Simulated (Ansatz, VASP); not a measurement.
Two plane-wave programs on BN

The input INCAR:

```
SYSTEM = BN
PREC = Accurate ; ENCUT = 520
EDIFF = 1E-7 ; ISMEAR = -1
SIGMA = 0.05 ; LREAL = .False.
LASPH = .True. ; NELM = 100
ALGO = Normal ; ISIF = 2
LWAVE = .False. ; LCHARG = .True.
GGA = PE ; LELF = .True.
LVHAR = .True. ; NBANDS = 11
```

File KPOINTS:

```
Automatic mesh
0
Gamma
  13 13 13
  0 0 0
```

File POSCAR:

```
BN
1.0
    0.0000000000      3.4953158300      2.1660912400
    1.2516321000      0.0000000000      2.1660912400
    1.2516321000      3.4953158300      0.0000000000
N B
1 1
Direct
    0.6666513400      0.6666513400      0.3333486600
    0.0000486500      0.0000486500      0.9999513500
```

Contents of input.yaml:

```yaml
crystal:
  lattice:
    - [0.0, 3.49531583, 2.16609124]
    - [1.2516321, 0.0, 2.16609124]
    - [1.2516321, 3.49531583, 0.0]
  atoms:
    - { symbol: "N", position: [0.66665134, 0.66665134, 0.33334866] }
    - { symbol: B, position: [4.865e-05, 4.865e-05, 0.99995135] }
hamiltonian:
  xc: pbe
  pseudopotentials: { kind: paw }
kpoints:
  mp_grid: { grid: [13, 13, 13] }
scf:
  occupations: { method: fermi_dirac, width: 0.05 }
output:
  forces: true
  stress: true
  eigenvalues: true
```

Measurements of this composition are mostly on another form, of space group No. 194.

Alike in both runs: task single point; functional PBE; k mesh 13 × 13 × 13; occupations fermi-dirac, width 0.05 eV; no spin polarisation.

|  | VASP | Ansatz |
| --- | --- | --- |
| version | VASP 6.6.1 | Ansatz 0.2.0 |
| potentials or method | VASP PAW PBE potentials, release 64 (N, B) | Ansatz PAW |
| plane-wave cutoff (eV) | 520 | 420 |
| valence electrons in the cell | 8 | 8 |

|  | VASP | Ansatz | Ansatz less VASP |
| --- | --- | --- | --- |
| gap on the k mesh at the Fermi level (eV) | 3.90 | 3.91 | +0.008 |
| least direct gap on the mesh (eV) | 4.65 | 4.65 | +0.003 |
| pressure (GPa) | 3.3 | 3.2 | -0.06 |
| largest component of the traceless stress (GPa) | 1.70 | 1.49 | -0.207 |
| rms of the force components (eV/Å) | 0.006 | 0.006 | 0.0000 |

Atom by atom the forces differ by 0.000 eV/Å (rms over components).

Caveats: an odd mesh through Γ misses points on the zone boundary, where band edges often lie (VASP); odd divisions of the mesh miss points on the zone boundary, where band edges often lie, so the gap on the mesh can be too wide (Ansatz); the pressure holds a Pulay correction of +0.6 GPa for the finite cutoff (Ansatz). PBE gaps usually lie below the measured ones, often by a third to a half.
